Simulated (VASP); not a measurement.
The system is CdO (Monteponite).

```xyz
2
Lattice="0.0000 2.3495 2.3495 2.3495 0.0000 2.3495 2.3495 2.3495 0.0000" Properties=species:S:1:pos:R:3 pbc="T T T"
Cd    0.0000    0.0000    0.0000
O     2.3495    2.3495    2.3495
```

| Quantity | Value |
| --- | --- |
| Program | VASP 6.6.1 |
| Task | relaxation of cell and atoms |
| Functional | RPBE |
| Dispersion | D3(BJ) |
| Potentials or basis | VASP PAW PBE potentials, release 64 (Cd, O) |
| Cutoff | 600 eV |
| k mesh | 10 × 10 × 10 |
| Occupations | fermi-dirac, width 0.02 eV |
| Spin | collinear spin, random start |
| Starting moments | [-0.23, 0.0] μB |

At the start: pressure -9.6 GPa; volume 12.97 Å³/atom.

How do energy, volume and symmetry change on relaxing?

Over 4 steps the energy falls by 23.1 meV/atom and the volume is 12.18 Å³/atom (-6.1 %); space group Fm-3m (No. 225, to 0.05 Å); moment 0.00 μB per cell.

Step by step:
```csv
step,energy change (eV),largest force (eV/Å),pressure (GPa),volume (Å³)
1,0.0000,0.0000,-9.56,25.94
2,-0.0215,0.0000,-7.35,25.51
3,-0.0452,0.0000,1.20,24.19
4,-0.0463,0.0000,-0.11,24.36
```

Final structure:
```cif
data_structure
_symmetry_space_group_name_H-M 'P 1'
_symmetry_Int_Tables_number 1
_cell_length_a 3.2540
_cell_length_b 3.2540
_cell_length_c 3.2540
_cell_angle_alpha 60.000
_cell_angle_beta 60.000
_cell_angle_gamma 60.000
_cell_volume 24.36
loop_
_atom_site_label
_atom_site_type_symbol
_atom_site_fract_x
_atom_site_fract_y
_atom_site_fract_z
_atom_site_occupancy
Cd1 Cd 0.00000 0.00000 0.00000 1
O1 O 0.50000 0.50000 0.50000 1
```

Caveat: the PAW data sets were made with another functional, which shifts forces and pressure a little; pairwise dispersion overbinds metals, which lowers pressure and volume.
